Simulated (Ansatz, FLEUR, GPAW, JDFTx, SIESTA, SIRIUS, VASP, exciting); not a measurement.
# MgS: programs and potentials compared

```
S Mg
1.0
     0.00000    2.60165    2.60165
     2.60165    0.00000    2.60165
     2.60165    2.60165    0.00000
S Mg
1 1
Direct
  0.50000 0.50000 0.50000
  0.00000 0.00000 0.00000
```

Alike in all runs: task equation of state; functional PBEsol; k mesh 9 × 9 × 9; occupations fermi-dirac, width 0.05 eV; no spin polarisation; no spin-orbit coupling.

| program and potentials | plane-wave cutoff (eV) | notes | equilibrium volume (Å³/atom) | bulk modulus (GPa) |
| --- | --- | --- | --- | --- |
| Ansatz, all-electron LAPW, scalar-relativistic | - | - | 17.39 | 78.1 |
| SIESTA, files PseudoDojo sr-pbesol-0.4.1-standard, DZP (energy shift 0.003 Ry; two zetas on semicore shells) | - | atomic basis | 17.88 | 76.2 |
| JDFTx, PseudoDojo-SR-PBEsol-0.4.1-standard with smoothed tails | 1143 | - | 17.41 | 78.1 |
| VASP, PBE PAW files Mg, S, 520 eV | 520 | potentials made for PBE | 17.36 | 78.9 |
| exciting, all-electron LAPW+lo, shipped species files, valence relativity iora* | - | - | 17.38 | 77.9 |
| GPAW, PAW data sets generated for this functional | 800 | - | 17.41 | 78.5 |
| SIRIUS, PseudoDojo 0.4.1 PBEsol standard (scalar relativistic) | 1152 | - | 17.41 | 78.1 |
| FLEUR, all-electron, FLAPW | - | - | 17.39 | 78.1 |

The equilibrium volume spans 17.36 (VASP, PBE PAW files Mg, S, 520 eV) to 17.88 Å³/atom (SIESTA, files PseudoDojo sr-pbesol-0.4.1-standard, DZP (energy shift 0.003 Ry; two zetas on semicore shells)), with all-electron results at 17.38 to 17.39. The bulk modulus spans 76.2 (SIESTA, files PseudoDojo sr-pbesol-0.4.1-standard, DZP (energy shift 0.003 Ry; two zetas on semicore shells)) to 78.9 GPa (VASP, PBE PAW files Mg, S, 520 eV), with all-electron results at 77.9 to 78.1. Rows in atomic bases carry the error of their basis and grid, which can be large.

Differences between rows come from potentials, basis sets and numerical settings, since the functional is the same but for its coding. Runs on potential files found faulty are left out.

Apart from SIESTA, the programs agree closely on both volume and stiffness, so the PBEsol equation of state of MgS is well determined numerically. SIESTA gives a larger and softer crystal. JDFTx and SIRIUS use the same pseudopotential family yet stay close to the all-electron volumes, which points to the atomic-orbital basis rather than the potentials. A probable reason is that compact, fixed-shape orbitals describe the diffuse, polarisable sulfide 3p shell less flexibly than plane waves do.

The lower bulk modulus fits the larger volume: in a largely ionic solid, stiffness comes mainly from the short-range repulsion between closed shells, which weakens quickly as the ions move apart. This link holds only for the extremes. Among the other rows the order is broken, for instance by GPAW, which is stiffer than the all-electron results despite a slightly larger volume, so those small differences carry no physical meaning. The close agreement tests the numerical solution of one functional, not the accuracy of PBEsol against experiment.
